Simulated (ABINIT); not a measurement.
A run of ABINIT 10.8.3 (patched build) is set up as follows.

File run.abi:

```
# Datasets: ground state, then fixed potential
ndtset 2

# Pseudopotentials
pp_dirpath "./"
pseudos "Ga.upf, N.upf"

# Structure
acell 6.0224269985 6.0224269985 6.0224269985
rprim
     0.0000000000     0.7071067812     0.7071067812
     0.7071067812     0.0000000000     0.7071067812
     0.7071067812     0.7071067812     0.0000000000
ntypat 2
znucl 31 7
natom 2
typat 1 2
xred
     0.0000000000     0.0000000000     0.0000000000
     0.2500000000     0.2500000000     0.2500000000

# Plane-wave basis
ecut 42.0

# Exchange and correlation
ixc -150130

# Bands and occupations
occopt 3
tsmear 0.00183747

# SCF cycle
nstep 100

# Output
iomode 3
prtwf 0
prteig 0
prtebands 0
prtden1 1

# Dataset 1
kptopt1 1
ngkpt1 10 10 10
nshiftk1 1
shiftk1 0.0 0.0 0.0
nband1 13
tolvrs1 1.0e-10

# Dataset 2: bands along G-X-W-K-G-L-U-W-L-K
iscf2 -2
getden2 1
nband2 17
nbdbuf2 2
tolwfr2 1.0e-12
kptopt2 -9
ndivsm2 6
prteig2 1
prtvol2 -3
kptbounds2
     0.0000000000     0.0000000000     0.0000000000
     0.5000000000     0.0000000000     0.5000000000
     0.5000000000     0.2500000000     0.7500000000
     0.3750000000     0.3750000000     0.7500000000
     0.0000000000     0.0000000000     0.0000000000
     0.5000000000     0.5000000000     0.5000000000
     0.6250000000     0.2500000000     0.6250000000
     0.5000000000     0.2500000000     0.7500000000
     0.5000000000     0.5000000000     0.5000000000
     0.3750000000     0.3750000000     0.7500000000
```

Potentials or basis: PseudoDojo NC SR PBEsol v0.4.1 standard.

Launch:

```sh
$ abinit run.abi > log 2>&1
```

(1) Estimate the band gap along the path.

(2) What does it give for the pressure?

Results:

(1) 1.67 eV, direct.

(2) -2.1 GPa.

Caveat: the potentials were made for another functional, which shifts forces and pressure.

**The experiment to reproduce.**

A printed reference work, textbook reports, for a bulk crystal of GaN at 0 K: band gap 3.299 eV (direct).

Against the measured gap of GaN, 3.299 eV (direct; 0 K; a printed reference work, textbook), the calculated 1.67 eV is off by -1.62 eV. Spin-orbit coupling on Ga is left out. The value is that of SOGGA, without temperature or zero-point motion. The cell is a database's relaxed one, not the measured one, which moves gaps too.
